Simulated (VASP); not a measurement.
# Band edges against the vacuum: BAs(110), part 3 of 3

Aim: ionisation energy and electron affinity of BAs(110), from a slab and a bulk run lined up through core potentials.

VASP 6.6.1; PBEsol; plane waves and PAW (B, As).

So far, gap on the k-mesh (eV): step 3 (band edges of the bulk) 1.09.

### Step 5. Potential and states of the slab

A static run writes the electrostatic potential without exchange and correlation (LVHAR), which is flat in the vacuum and gives the level to count from. The dipole correction cancels the field that unlike faces would set up across the vacuum.

File INCAR:

```
SYSTEM = BAs
PREC = Normal
ENCUT = 360
EDIFF = 1E-06
NELM = 120
ISMEAR = 0
SIGMA = 0.03
LREAL = Auto
ALGO = Fast
GGA = PS
NBANDS = 54
LORBIT = 11
LWAVE = .FALSE.
LCHARG = .TRUE.
KPAR = 4
LASPH = .TRUE.
IDIPOL = 3
LDIPOL = .TRUE.
DIPOL = 0.5 0.5 0.5
LVHAR = .TRUE.
LVACPOTAV = .TRUE.
NEDOS = 1500
```

File POSCAR:

```
BAs
1.0
    3.3799704141      0.0000000000      0.0000000000
    0.0000000000      4.7800000000      0.0000000000
    0.0000000000      0.0000000000     29.5198816563
B As
9 9
Direct
    0.0000000000      0.0530583474      0.2835912826
    0.5000000000      0.4908696693      0.3274480817
    0.0000000000      0.9929402440      0.3856137941
    0.5000000000      0.4908457567      0.4425477924
    0.0000000000      0.9911068492      0.5000000000
    0.5000000000      0.4908457567      0.5574522076
    0.0000000000      0.9929402440      0.6143862059
    0.5000000000      0.4908696693      0.6725519183
    0.0000000000      0.0530583474      0.7164087174
    0.0000000000      0.7362655739      0.3278000766
    0.5000000000      0.2611309273      0.2649387390
    0.0000000000      0.7411010283      0.4426543712
    0.5000000000      0.2424540718      0.3848734574
    0.0000000000      0.7411010283      0.5573456288
    0.5000000000      0.2415619137      0.5000000000
    0.0000000000      0.7362655739      0.6721999234
    0.5000000000      0.2424540718      0.6151265426
    0.5000000000      0.2611309273      0.7350612610
```

File KPOINTS:

```
Automatic mesh
0
Gamma
7 5 1
0 0 0
```

File KPOINTS_OPT:

```
Line mode
14
Line-mode
Reciprocal
  0.00000000   0.00000000   0.00000000 GAMMA
  0.50000000   0.00000000   0.00000000 X

  0.50000000   0.00000000   0.00000000 X
  0.50000000   0.50000000   0.00000000 S

  0.50000000   0.50000000   0.00000000 S
  0.00000000   0.50000000   0.00000000 Y

  0.00000000   0.50000000   0.00000000 Y
  0.00000000   0.00000000   0.00000000 GAMMA

  0.00000000   0.00000000   0.00000000 GAMMA
  0.50000000   0.50000000   0.00000000 S
```

Potentials, in the order of the species: B and As (PBE family, release 64).

The run is started by

```console
$ mpirun -np 4 vasp_std
```

Log:

```text
[... set-up lines as in an earlier step ...]
 entering main loop
       N       E                     dE             d eps       ncg     rms          rms(c)
DAV:   1     0.314717899370E+03    0.31472E+03   -0.22477E+04  1296   0.804E+02
DAV:   2    -0.756888650166E+02   -0.39041E+03   -0.37414E+03  1746   0.184E+02
DAV:   3    -0.110209807239E+03   -0.34521E+02   -0.33994E+02  1568   0.573E+01
DAV:   4    -0.111230529313E+03   -0.10207E+01   -0.10167E+01  1864   0.100E+01
DAV:   5    -0.111256311514E+03   -0.25782E-01   -0.25762E-01  1816   0.146E+00    0.143E+01
RMM:   6    -0.107042862111E+03    0.42134E+01   -0.61898E+00  1347   0.653E+00    0.742E+00
RMM:   7    -0.106503385611E+03    0.53948E+00   -0.48489E+00  1436   0.560E+00    0.221E+00
RMM:   8    -0.106400962815E+03    0.10242E+00   -0.45069E-01  1524   0.226E+00    0.421E-01
RMM:   9    -0.106404005503E+03   -0.30427E-02   -0.65721E-02  1710   0.836E-01    0.168E-01
RMM:  10    -0.106405748751E+03   -0.17432E-02   -0.18997E-02  1829   0.378E-01    0.119E-01
RMM:  11    -0.106406441242E+03   -0.69249E-03   -0.27187E-03  1707   0.166E-01    0.349E-02
RMM:  12    -0.106406714088E+03   -0.27285E-03   -0.10137E-03  1814   0.862E-02    0.217E-02
RMM:  13    -0.106407165019E+03   -0.45093E-03   -0.33754E-04  1672   0.497E-02    0.143E-02
RMM:  14    -0.106407274237E+03   -0.10922E-03   -0.13788E-04  1869   0.245E-02    0.125E-02
RMM:  15    -0.106407442422E+03   -0.16819E-03   -0.11052E-04  1621   0.275E-02    0.120E-02
RMM:  16    -0.106407451253E+03   -0.88308E-05   -0.16002E-05  1587   0.106E-02    0.628E-03
RMM:  17    -0.106407486333E+03   -0.35080E-04   -0.21914E-05  1650   0.115E-02    0.330E-03
RMM:  18    -0.106407495950E+03   -0.96170E-05   -0.31743E-06  1289   0.433E-03    0.241E-03
RMM:  19    -0.106407521334E+03   -0.25384E-04   -0.26305E-06  1283   0.362E-03    0.899E-04
RMM:  20    -0.106407537177E+03   -0.15843E-04   -0.56217E-07  1090   0.160E-03    0.478E-04
RMM:  21    -0.106407549346E+03   -0.12169E-04   -0.69420E-07   939   0.123E-03    0.474E-04
RMM:  22    -0.106407551732E+03   -0.23857E-05   -0.16657E-07   734   0.856E-04    0.127E-04
RMM:  23    -0.106407552280E+03   -0.54819E-06   -0.74104E-08   671   0.832E-04
 -----------------------------------------------------------------------------
|                                                                             |
|           W    W    AA    RRRRR   N    N  II  N    N   GGGG   !!!           |
|           W    W   A  A   R    R  NN   N  II  NN   N  G    G  !!!           |
|           W    W  A    A  R    R  N N  N  II  N N  N  G       !!!           |
|           W WW W  AAAAAA  RRRRR   N  N N  II  N  N N  G  GGG   !            |
|           WW  WW  A    A  R   R   N   NN  II  N   NN  G    G                |
|           W    W  A    A  R    R  N    N  II  N    N   GGGG   !!!           |
|                                                                             |
|     Did not find any points to average over, which means that no vacuum     |
|     field-free region was found. Please increase the size of  your cell     |
|     in the dimension of the dipole correction to obtain accurate            |
|     workfunction values.                                                    |
|                                                                             |
 -----------------------------------------------------------------------------

   1 F= -.10640755E+03 E0= -.10640755E+03  d E =-.105856E-10
 Start KPOINTS_OPT (optional k-point list driver)
k-point batch [1-12\70]
       N       E                     dE             ncg
DAV:   1     0.222799181723E+02   -0.85020E+04     1296
DAV:   2    -0.445061940068E+04   -0.44729E+04     1760
DAV:   3    -0.487061216348E+04   -0.41999E+03     1536
DAV:   4    -0.488393223686E+04   -0.13320E+02     1856
DAV:   5    -0.488420179108E+04   -0.26955E+00     1738
DAV:   6    -0.488421324819E+04   -0.11457E-01     1848
DAV:   7    -0.488421379013E+04   -0.54194E-03     1738
DAV:   8    -0.488421381720E+04   -0.27071E-04     1800
DAV:   9    -0.488421381864E+04   -0.14377E-05     1322
DAV:  10    -0.488421381880E+04   -0.15475E-06     1128
[...]
k-point batch [61-70\70]
       N       E                     dE             ncg
DAV:   1     0.101092649633E+03   -0.15230E+05     1080
DAV:   2    -0.360050772799E+04   -0.37016E+04     1468
DAV:   3    -0.391444480920E+04   -0.31394E+03     1336
DAV:   4    -0.392254070842E+04   -0.80959E+01     1512
DAV:   5    -0.392273040641E+04   -0.18970E+00     1432
DAV:   6    -0.392273965937E+04   -0.92530E-02     1504
DAV:   7    -0.392274013065E+04   -0.47128E-03     1472
DAV:   8    -0.392274015334E+04   -0.22691E-04     1448
DAV:   9    -0.392274015440E+04   -0.10569E-05     1128
DAV:  10    -0.392274015453E+04   -0.13480E-06      976
```

Wall time 60 s (4 MPI ranks of Intel Xeon 6975P-C (Granite Rapids), shared host); peak memory 1.6 GiB.

OUTCAR, selected parts (step 5):

```text
   NELECT =      72.0000    total number of electrons

 E-fermi :   0.6874

 k-point     1 :       0.0000    0.0000    0.0000
  band No.  band energies     occupation
    ...
     32       0.0056      2.00000
     33       0.2412      2.00000
     34       0.3497      2.00000
     35       0.4782      2.00000
     36       0.5614      2.00000
     37       1.9872      0.00000
     38       2.2391      0.00000
     39       2.2505      0.00000
     40       2.6981      0.00000
     41       2.8174      0.00000
    ...

  Total       -2.4800643      0.4389364     -0.9675546      0.0000000      0.0000000      0.0000000
  in kB       -8.3314026      1.4745406     -3.2503541      0.0000000      0.0000000      0.0000000
  external PRESSURE =      -3.3690720 kB  Pullay stress =       0.0000000 kB

 POSITION                                       TOTAL-FORCE (eV/Angst)
 -----------------------------------------------------------------------------------
      0.00000      0.25362      8.37158         0.000000     -0.008345      0.018095
      1.68999      2.34636      9.66623         0.000000     -0.000806      0.014531
      0.00000      4.74625     11.38327         0.000000     -0.015947      0.010154
      1.68999      2.34624     13.06396         0.000000      0.002566      0.004920
      0.00000      4.73749     14.75994         0.000000      0.029378      0.000000
      1.68999      2.34624     16.45592         0.000000      0.002566     -0.004920
      0.00000      4.74625     18.13661         0.000000     -0.015947     -0.010154
      1.68999      2.34636     19.85365         0.000000     -0.000806     -0.014531
      0.00000      0.25362     21.14830         0.000000     -0.008345     -0.018095
      0.00000      3.51935      9.67662         0.000000      0.015667      0.014026
      1.68999      1.24821      7.82096         0.000000      0.001002      0.002953
      0.00000      3.54246     13.06710        -0.000000      0.007092      0.010804
      1.68999      1.15893     11.36142         0.000000     -0.014718      0.013208
      0.00000      3.54246     16.45278        -0.000000      0.007092     -0.010804
      1.68999      1.15467     14.75994         0.000000     -0.002402      0.000000
      0.00000      3.51935     19.84326         0.000000      0.015667     -0.014026
      1.68999      1.15893     18.15846         0.000000     -0.014718     -0.013208
      1.68999      1.24821     21.69892         0.000000      0.001002     -0.002953
 -----------------------------------------------------------------------------------
    total drift:                                0.000000      0.125736      0.000006

  FREE ENERGIE OF THE ION-ELECTRON SYSTEM (eV)
  ---------------------------------------------------
  free  energy   TOTEN  =      -106.4075522801 eV

  energy  without entropy=     -106.4075522801  energy(sigma->0) =     -106.40755228

 vacuum level on the upper side and lower side of the slab         5.635         5.635

[... 9 parts as in an earlier step ...]

[... 9 further parts left out ...]
```

This step gave:

| Quantity | Value |
| --- | --- |
| electronic steps | 23 |
| Fermi energy | 0.6874 eV |
| least gap on mesh and path | 0.1773 eV |
| least direct gap on mesh and path | 1.365 eV |
| vacuum levels | 5.635, 5.635 eV |
| ionisation potentials of the upper and lower face | 5.074, 5.074 eV |
| electron affinities of the upper and lower face | 4.896, 4.896 eV |

Electronic bands along the path, in eV, zero at the valence-band top; v1 is the highest filled band, c1 the lowest empty one:

```
          point     v4     v3     v2     v1    c1    c2    c3    c4
              Γ  -0.32  -0.21  -0.08   0.00  1.43  1.68  1.69  2.14
0.46 of the way  -2.01  -1.58  -1.23  -0.85  1.34  1.53  2.04  2.25
              X  -2.56  -2.30  -1.38  -1.19  0.18  0.23  1.55  1.83
0.54 of the way  -2.27  -2.14  -1.19  -1.04  0.66  0.78  2.49  2.52
              S  -1.87  -1.82  -1.10  -0.90  0.94  1.15  3.23  3.35
0.46 of the way  -1.69  -1.67  -0.97  -0.93  1.28  1.35  3.52  3.60
              Y  -1.67  -1.61  -1.05  -1.00  0.93  1.05  2.12  2.59
0.54 of the way  -0.95  -0.93  -0.59  -0.42  1.21  1.44  1.84  2.30
              Γ  -0.32  -0.21  -0.08   0.00  1.43  1.68  1.69  2.14
0.54 of the way  -1.72  -1.49  -0.98  -0.85  1.12  1.27  2.58  2.72
              S  -1.87  -1.82  -1.10  -0.90  0.94  1.15  3.23  3.35
```

Of the projections kept (B, As), the largest for each band there; the rest of the weight can lie on other orbitals:

```csv
point,v4,v3,v2,v1,c1,c2,c3,c4
Γ,As 0.65,As 0.52,As 0.62,As 0.52,B 0.53,B 0.62,B 0.55,B 0.70
X,As 0.59,As 0.55,As 0.73,As 0.70,B 0.79,B 0.75,B 0.51,As 0.52
S,As 0.56,As 0.58,As 0.71,As 0.71,B 0.82,B 0.83,B 0.50,B 0.53
Y,As 0.53,As 0.54,As 0.68,As 0.68,B 0.78,B 0.80,As 0.54,B 0.50
Γ,As 0.65,As 0.52,As 0.62,As 0.52,B 0.53,B 0.62,B 0.55,B 0.70
S,As 0.56,As 0.58,As 0.71,As 0.71,B 0.82,B 0.83,B 0.50,B 0.53
```

The planar average of the electrostatic potential oscillates, so the rows of the table below give means over windows of 1.69 Å about each position, cut where the curve ends. Its maxima inside the range that stand out by 2 % of the span (Å: eV): 8.8: -3.31, 10.5: -2.42, 12.2: -2.31, 13.9: -2.39, 15.6: -2.39, 17.3: -2.31, 19.0: -2.42, 20.8: -3.31. Its minima: 8.1: -7.21, 9.5: -8.09, 11.2: -8.08, 13.3: -8.07, 15.0: -8.09, 16.2: -8.07, 18.3: -8.08, 20.0: -8.09, 21.4: -7.21.

Zero at the Fermi level. Planar average of the electrostatic potential against height; means over each step:

height (Å), planar average of the electrostatic potential (eV) and a bar from the least value:
```
     0.84       4.95 ##############################
     2.54       4.95 ##############################
     4.23       4.95 ##############################
     5.92       4.62 #############################
     7.61      -3.29 ########
     9.30      -6.15 
    10.99      -6.03 
    12.68      -6.02 
    14.37      -6.06 
    16.05      -6.05 
    17.75      -6.01 
    19.44      -6.03 
    21.12      -5.25 ##
    22.82       2.26 #######################
    24.51       4.93 ##############################
    26.20       4.95 ##############################
    27.89       4.95 ##############################
```

Density of states in the PAW spheres, an atom over height of the layer and energy from the Fermi level.

Ten even steps from '_' (0.004 states/eV) to '@' (0.685 states/eV), each cell a mean:
```
__--__________________--__
__________________________
..______________________..
--............__..::....--
@@==::..........::::..==@@
**::::::::::::..::::..::**
==::----------------::::==
++::------------------::++
**--============++====--**
==----====++==--====----==
--::======--==--++==--::--
--::==========--++==--::--
::::------==----====::::::
----==------------++------
::::------==--::==--::::::
....::::::::::..::--......
......::::::::..::::......
..::::............::..::..
__..__________________..__
::--::::........::--::--::
::------::..::----------::
..::==--========--==++::..
```
Columns: height of the layer (Å) from 7.8 to 21.7 (not evenly spaced); rows upwards: energy from the Fermi level (eV) from -7.9 to 0.5.

Valence density in the cb plane at fractional x = 0.000, with atoms of B and As within 0.2 Å of it. It is the smooth field of the valence electrons, not physical close to the nuclei.

Ten even steps from '0' (-0.10 e/Å³) to '9' (0.83 e/Å³), each cell a mean:
```
11111111111111111111135898766786887666787787
11111111111111111111123689768877788768887789
11111111111111111111112477127754577305865568
11111111111111111111111355006633356204643346
11111111111111111111111246556422236656532235
11111111111111111111111134664321124565321123
11111111111111111111111122332211112333211112
11111111111111111111111112221111111221111111
11111111111111111111122221111122211111112211
11111111111111111111234432111223321111123321
11111111111111111111257643212245432111235532
11111111111111111111357554222467743212357753
11111111111111111111245676434575764333576675
```
Columns run along c (16.0 Å, from fractional 0.00 to 0.55 of the cell), rows up along b (4.8 Å). Atoms in or near the plane, at fractional coordinates: B at (0.28, 0.05), B at (0.39, 0.99), B at (0.50, 0.99), As at (0.33, 0.74), As at (0.44, 0.74).

Electrostatic potential energy in the cb plane at fractional x = 0.000, with atoms of B and As within 0.2 Å of it. With pseudopotentials it is smooth inside the atoms' cores, unlike the true potential.

Ten even steps from '0' (-37 eV) to '9' (6 eV), each cell a mean:
```
99999999999999999999873246667625257657734437
99999999999999999999988762003654474001664466
99999999999999999999999850220588860130378872
99999999999999999999999840330589860140288872
99999999999999999999999861001689973000589985
99999999999999999999999986446899987546889988
99999999999999999999999998888999998888999999
99999999999999999999999999999999999999999999
99999999999999999999999999999999999999999999
99999999999999999999988889999998999999998899
99999999999999999999974358999887789999987789
99999999999999999999853626899742378999852258
99999999999999999999843726888628448888726637
```
Columns run along c (16.0 Å, from fractional 0.00 to 0.55 of the cell; values clipped at the 3rd and 97th percentile), rows up along b (4.8 Å). Atoms in or near the plane, at fractional coordinates: B at (0.28, 0.05), B at (0.39, 0.99), B at (0.50, 0.99), As at (0.33, 0.74), As at (0.44, 0.74).

The map of layer states is cut here 0.5 eV above the Fermi level, so it leaves out the states above that.

The vacuum level lies 5.07 eV above the highest filled level at the upper face; both faces agree, as the slab has next to no dipole.

The program found no field-free point at its default tolerance, but its printed level agrees with the flat part of the planar average.

### Step 6. Lining up bulk and slab

This step: band edges against the vacuum, PBEsol; plane waves and PAW (VASP 6.6.1).

No new run; the numbers come from the runs before.

Numbers from this step:

```yaml
ionisation_energy: 5.015 eV
offset_spread: 0.02890 eV
bulk_gap: 1.094 eV
slab_gap: 0.1773 eV
electron_affinity: 3.922 eV
buckling: 0.5506 Å
tilt: 28.97 degree
surface_energy_relaxed: 1.694 J/m²
```

The averaged core potentials of the four middle atoms lie -5.404 eV from those of the bulk run. The bulk valence top (6.024 eV), moved by that offset, is taken from the upper vacuum level (5.635 eV).

### Step 7. What came out

| Item | Value |
| --- | --- |
| ionisation energy | 5.02 eV |
| electron affinity | 3.92 eV |
| buckling | 0.551 Å |
| surface energy, relaxed | 1.69 J/m² |

What this shows: The bulk valence-band top lies 5.02 eV below the vacuum of BAs(110), and the conduction-band bottom 3.92 eV. The top layer buckles by 0.55 Å, a tilt of 29°, with As outermost, as the anion takes the dangling-bond electrons and the cation flattens towards sp². The surface costs 1.69 J/m². The slab's least gap is 0.18 eV, against 1.09 eV in the bulk. Confinement widens it, surface states can narrow it, and the two gaps need not lie at the same wave vector; the faces' own affinities count to the slab's lowest empty state. The offsets of the four middle atoms spread by 0.03 eV; a shift common to all four would not show in it. The bulk edges are read on a mesh, so a band minimum between its points makes the gap too large and the affinity too small. One thickness was run. Semilocal band edges put the valence top too high and the gap too small. Spin-orbit coupling, left out here, would raise the valence top further.

Computed beside measured:

```
                  quantity  measured           PBEsol
    lattice constant a (Å)    4.7741   4.780 (+0.1 %)
band gap (direct gap) (eV)      4.12  3.24 (-0.88 eV)
```

Measured values from arxiv:1906.04101 (2019) and arxiv:1911.04914 (2019).

Verdict: The lattice constant a is off by +0.1 %: good agreement. The band gap is off by -0.88 eV: a clear miss. Local and semilocal functionals usually give gaps below the measured ones. An optical gap can lie under the band gap by the exciton's binding. Zero-point and thermal motion shift the measured gap. The grades are ours: good and fair within 0.7 and 1.5 % for the lattice constant a. Zero-point motion and thermal expansion (measured at up to 100 K) are not in the computed lattice constants.

[Lines on the potential files, build, host, timing and source positions are cut from VASP's logs without a mark.]

[Logs are printed without paths, hosts, clocks, repeated set-up lines and the standing remarks that a program may print on its own settings, such as how far it seeks lower states.]

[Hosts, paths, dates, database ids (printed as entryN), source tags and the programs' standing remarks are cut or masked in the printed files.]

[Runs that stopped without an error message from VASP are left out.]
